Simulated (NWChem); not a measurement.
**C5H6 (SMILES C1=CCC=C1) at PBE/def2-SVP**

What is the electronic atomisation energy of C5H6 at PBE/def2-SVP? 

Program for the calculation: NWChem 7.3.0.

5 further runs of the same task are left out: 1 that didn't finish, 4 set aside as unsound or not needed.

## Step 1: The structure to begin with

C5H6 has 11 atoms, charge 0, and is taken as a singlet. As SMILES, `C1=CCC=C1`. The shape is that of a PBE0-D4/def2-TZVP optimisation.

Bond lengths: C1–C2 1.342 Å, C2–C3 1.493 Å, C3–C4 1.493 Å, C1–C5 1.460 Å, C4–C5 1.342 Å, C1–H6 1.082 Å, C2–H7 1.081 Å, C3–H8 1.098 Å, C3–H9 1.098 Å, C4–H10 1.081 Å, C5–H11 1.082 Å. Some angles: C1–C2–C3 109.1°, C2–C1–C5 109.2°, C2–C3–C4 103.4°, C3–C4–C5 109.1°, C1–C5–C4 109.2°, C1–C2–H7 126.8°, C3–C2–H7 124.1°, C2–C1–H6 126.1°, C5–C1–H6 124.7°, C2–C3–H8 112.0°.

## Step 2: A single-point energy at PBE/def2-SVP

The input, m1.nw:

```
start m1
memory stack 880 mb heap 220 mb global 1100 mb
charge 0
geometry noautosym nocenter noautoz
   C     -1.190900     0.435600    -0.253200
   C     -0.728000     0.015400     0.934400
   C      0.696000    -0.404800     0.781800
   C      0.975900    -0.162000    -0.664000
   C     -0.129400     0.325400    -1.248800
   H     -2.189500     0.800700    -0.455900
   H     -1.275300    -0.023600     1.866100
   H      0.845500    -1.456900     1.058000
   H      1.366100     0.173100     1.432000
   H      1.927600    -0.357200    -1.138600
   H     -0.232600     0.597500    -2.291400
end
basis spherical bse
   * library def2-SVP
end
dft
   xc xpbe96 cpbe96
   grid lebedev 35 6
   convergence energy 1e-08
   iterations 100
   mulliken
   print low
end
task dft energy
```

Started as:

```console
$ nwchem m1.nw > m1.out
```

The log of the run:

```text
[...]
 d= 0,ls=0.0,diis     1   -193.6579320444 -3.51D+02  9.40D-03  3.75D-01     1.9
[...]
 d= 0,ls=0.0,diis     8   -193.6987706414  2.58D-09  2.00D-06  2.82D-08    12.0
         Total DFT energy =     -193.698770641377
      One electron energy =     -571.328471197337
           Coulomb energy =      249.278263426792
    Exchange-Corr. energy =      -29.062486596740
 Nuclear repulsion energy =      157.413923725908
[...]
      Total Density - Mulliken Population Analysis
     ---------------------------------------------
    Atom       Charge   Shell Charges
 -----------   ------   -------------------------------------------------------
    1 C    6     5.99   1.99  0.92  0.28  2.10  0.67  0.03
    2 C    6     6.09   1.99  0.91  0.32  2.09  0.74  0.03
    3 C    6     5.92   1.98  0.93 -0.02  2.15  0.83  0.03
    4 C    6     6.09   1.99  0.91  0.32  2.09  0.74  0.03
    5 C    6     5.99   1.99  0.92  0.28  2.10  0.67  0.03
    6 H    1     1.01   0.76  0.23  0.02
    7 H    1     1.01   0.75  0.23  0.02
    8 H    1     0.95   0.73  0.19  0.02
    9 H    1     0.95   0.73  0.19  0.02
   10 H    1     1.01   0.75  0.23  0.02
[...]
```

It took 13 s on 1 thread of Intel Xeon Platinum 8259CL at 2.50GHz (Skylake/Cascade Lake), shared host; peak memory 0.11 GiB.

## Step 3: The C atom

The input, mymol.nw:

```
start mymol
title "C"
memory stack 880 mb heap 220 mb global 1100 mb

geometry units angstroms noautosym nocenter noautoz
 C      0.000000     0.000000     0.000000
end

basis spherical bse
 C library def2-SVP
end

dft
 xc xpbe96 cpbe96
 mult 3
 grid lebedev 35 6
 convergence energy 1e-08
 maxiter 100
 mulliken
 print low
end

task dft energy
```

Run the same way, it converges to -37.75124 Eh (log not shown).

## Step 4: The H atom

The input, h.nw:

```
start h
title "H"
memory stack 880 mb heap 220 mb global 1100 mb

geometry noautosym nocenter noautoz
  H      0.000000     0.000000     0.000000
end

basis spherical bse
  * library def2-SVP
end

dft
  xc xpbe96 cpbe96
  mult 2
  grid lebedev 35 6
  convergence energy 1e-08
  iterations 100
  mulliken
  print low
end

task dft
```

Run the same way, it converges to -0.49863 Eh (log not shown).

## Step 5: Summary of results

At PBE/def2-SVP:

```
                     quantity          value
       molecule: total energy  -193.69877 Eh
         C atom: total energy   -37.75124 Eh
                 C atom: ⟨S²⟩          2.002
         H atom: total energy    -0.49863 Eh
                 H atom: ⟨S²⟩          0.750
electronic atomisation energy      53.084 eV
```

**Reading.** Taking the molecule apart into free atoms costs 53.08 eV (5122 kJ/mol), before zero-point energy and without spin-orbit coupling.
